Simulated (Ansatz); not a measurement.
**AlP: which shells make which states**

```
CELL_PARAMETERS angstrom
0.00000 2.72550 2.72550
2.72550 0.00000 2.72550
2.72550 2.72550 0.00000
ATOMIC_POSITIONS crystal
Al 0.00000 0.00000 0.00000
P 0.75000 0.75000 0.75000
```

Atom numbers follow the list: Al1, P2.

The cell is COD entry 9008831, as deposited and not checked against the literature; nothing was relaxed. It is an old determination, and later ones may differ.

Level of theory: Ansatz 0.2.0, DFT, PBE, all-electron LAPW, scalar-relativistic.

Sampling and basis: a Γ-centred 12×12×12 k mesh, Fermi–Dirac smearing of 0.03 eV, basis error target 0.5 meV/atom, no spin polarisation.

Weights are projections on a minimal set of Löwdin-orthogonalised atomic shells, summed over atoms of an element; the rest lies outside that basis, and weights on diffuse cation s shells are inflated where empty shells are missing from it. Energies are in eV from the valence-band top.

Points: K (-0.375, 0.000, 0.375), L (0.000, 0.000, 0.500).

```json
{"state": "K, -9.21 eV", "character": "?"}
{"state": "K, -5.04 eV", "character": "?"}
{"state": "K, -3.44 eV", "character": "?"}
{"state": "K, -1.74 eV", "character": "P 3p 69 %, Al 3p 30 %"}
{"state": "L, -9.84 eV", "character": "?"}
{"state": "L, -5.55 eV", "character": "P 3p 53 %, Al 3s 23 %, Al 3p 21 %"}
{"state": "L, -0.77 eV (×2)", "character": "P 3p 80 %, Al 3p 19 %"}
```

Question: Give the missing entry: row "K, -5.04 eV", column "character".

Answer: P 3p 55 %, Al 3s 42 %.

Question: What belongs in the row "L, -9.84 eV", column "character"?

Answer: P 3s 64 %, Al 3p 19 %, Al 3s 15 %.

Question: Fill in "character" for the row "K, -3.44 eV".

Answer: P 3p 60 %, Al 3p 39 %.

Question: Fill in "character" for the row "K, -9.21 eV".

Answer: P 3s 70 %, Al 3p 28 %.
